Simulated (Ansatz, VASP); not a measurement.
## Two plane-wave programs on Be

Contents of INCAR:

```
SYSTEM = Be
  PREC = Accurate
  ENCUT = 520
  EDIFF = 1E-6
  ISMEAR = -1
  SIGMA = 0.1
  LREAL = .False.
  LASPH = .True.
  NELM = 60
  ALGO = Normal
  ISIF = 2
  LWAVE = .False.
  LCHARG = .False.
  NBANDS = 7
```

Contents of KPOINTS:

```
Automatic mesh
0
Gamma
  20 20 20
  0 0 0
```

Contents of POSCAR:

```
Be
1.0
   -1.2474252372      1.2474252372      1.2474252372
    1.2474252372     -1.2474252372      1.2474252372
    1.2474252372      1.2474252372     -1.2474252372
Be
1
Direct
    0.0000000000      0.0000000000      0.0000000000
```

Input for Ansatz:

```yaml
crystal:
  lattice:
    - [-1.2474252372, 1.2474252372, 1.2474252372]
    - [1.2474252372, -1.2474252372, 1.2474252372]
    - [1.2474252372, 1.2474252372, -1.2474252372]
  atoms:
    - { symbol: Be, position: [0.0, 0.0, 0.0] }
hamiltonian:
  xc: lda
  pseudopotentials:
    kind: paw
    azcp:
      Be: "pseudopotentials/Be.paw.azcp"
basis:
  ecutwfc: 420
  fft_grid_basis: typed
kpoints:
  mp_grid: { grid: [20, 20, 20], shift: [0, 0, 0] }
magnetization:
  spin_polarized: false
scf:
  occupations: { method: fermi_dirac, width: 0.1 }
  lower_state_search: "off"
output:
  stress: true
```

Alike in both runs: task single point; functional LDA; k mesh 20 × 20 × 20; occupations fermi-dirac, width 0.1 eV; no spin polarisation.

|  | VASP | Ansatz |
| --- | --- | --- |
| version | VASP 6.6.1 | Ansatz 0.2.0 |
| potentials or method | VASP PAW LDA potentials, release 64 (Be) | plane waves (420 eV) with PAW, scalar-relativistic |
| plane-wave cutoff (eV) | 520 | 420 |
| valence electrons in the cell | 2 | 2 |

```tsv
	VASP	Ansatz	Ansatz less VASP
pressure (GPa)	-4.6	-5.0	-0.41
```

Ansatz warned: «pseudo_functional_mismatch».
